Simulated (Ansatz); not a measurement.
Li$_{2}$O:
```xyz
3
Lattice="0.0000 2.2899 2.2899 2.2899 0.0000 2.2899 2.2899 2.2899 0.0000" Properties=species:S:1:pos:R:3 pbc="T T T"
O      0.0000     0.0000     0.0000
Li     1.1450     1.1450     1.1450
Li     3.4349     3.4349     3.4349
```

x, y and z are the axes in which the lattice vectors are written.

Question: Give the high-frequency dielectric tensor and the Born effective charge tensors of the independent atoms from DFPT, PBEsol (plane waves, PAW; program Ansatz).

Answer: 
ε∞:
```
2.94  0.00  0.00
0.00  2.94  0.00
0.00  0.00  2.94
```
Z* of atom 1 (O), rows: field, columns: displacement, in e:
```
-1.79   0.00   0.00
 0.00  -1.79   0.00
 0.00   0.00  -1.79
```
Z* of atom 2 (Li), rows: field, columns: displacement, in e:
```
0.90  0.00  0.00
0.00  0.90  0.00
0.00  0.00  0.90
```

Space group Fm-3m (anti-fluorite). The cell was relaxed with PBEsol under the symmetry of its start.

Potentials: the later of the program's two PAW sets.
